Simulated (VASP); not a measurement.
The system is GaAs.

```
As Ga
1.0
     0.00000    2.82685    2.82685
     2.82685    0.00000    2.82685
     2.82685    2.82685    0.00000
As Ga
1 1
Direct
  0.75000 0.75000 0.75000
  0.00000 0.00000 0.00000
```

- Program: VASP 6.6.1
- Task: relaxation of cell and atoms
- Functional: PBE
- Dispersion: D3
- Potentials or basis: VASP PAW PBE potentials, release 64 (As, Ga_d)
- Cutoff: 600 eV
- k mesh: 8 × 8 × 8
- Occupations: fermi-dirac, width 0.05 eV
- Spin: no spin polarisation

At the start: pressure 2.0 GPa; volume 22.59 Å³/atom.

Problem. How do energy, volume and symmetry change on relaxing?

Solution. Over 3 steps the energy falls by 4.0 meV/atom and the volume is 23.25 Å³/atom (+2.9 %); space group F-43m (No. 216, to 0.05 Å).

Step by step:
| step | energy change (eV) | largest force (eV/Å) | pressure (GPa) | volume (Å³) |
| --- | --- | --- | --- | --- |
| 1 | 0.0000 | 0.0000 | 1.98 | 45.18 |
| 2 | -0.0067 | 0.0000 | -0.68 | 47.03 |
| 3 | -0.0079 | 0.0000 | 0.04 | 46.50 |

Final structure:
```
As Ga
1.0
     0.00000    2.85414    2.85414
     2.85414    0.00000    2.85414
     2.85414    2.85414    0.00000
As Ga
1 1
Direct
  0.75000 0.75000 0.75000
  0.00000 0.00000 0.00000
```
